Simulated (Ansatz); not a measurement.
**Forms of Si: one energy to predict**

All numbers below come from Ansatz, DFT PBE+D3(BJ), scalar-relativistic, plane waves, PAW. Settings: cutoff 420 eV, Γ-centred meshes spaced at most about 0.3 Å⁻¹, and about 0.25 Å⁻¹ or finer for metals (2π included), Gaussian smearing. No spin polarisation.

Temperature and zero-point effects are left out. Rows are sorted by volume; energies count from the lowest form computed. Coordination counts all near atoms (those within 1.25 times the shortest such distance or 1.15 times the sum of covalent radii; a plus sign parts nearer from farther groups; the shortest distance is added where it is long for a bond). The table shows 5 of 9 forms computed.

```tsv
row	form	source	atoms	coordination	V (Å³/atom)	gap on mesh (eV)	ΔE (meV/atom)
1	fcc type, Fm-3m	Materials Project, matches COD	1	Si 12 from 2.7 Å	13.7	0	404
2	I4/mmm	Materials Project	1	Si 10+4	13.7	0	?
3	simple hexagonal type, P6/mmm	invented, matches a COD cell	1	Si 8	14.5	0	196
4	simple cubic type, Pm-3m	invented	1	Si 6	15.6	0	267
5	diamond type, Fd-3m	COD	2	Si 4	19.9	0.56	0
```

The cell of row 2:

```
Si
1.0
    -1.61956    1.61956    1.30957
     1.61956   -1.61956    1.30957
     1.61956    1.61956   -1.30957
Si
1
Direct
  0.00000 0.00000 0.00000
```

Q: How far above the lowest form does the open row lie?

A: 0.35 eV/atom, which puts it above row 4 and below row 1. Counting all near atoms, row 2 has Si 10+4 and the lowest form (row 5) has Si 4.

The lowest form is a structure that the Crystallography Open Database (COD) lists.

Kohn–Sham gaps at this level usually fall short of measured ones. Cells relaxed within their symmetry can be saddle points. Some structure types and database cells were kept out of the candidates from the start, so a known form may be missing.
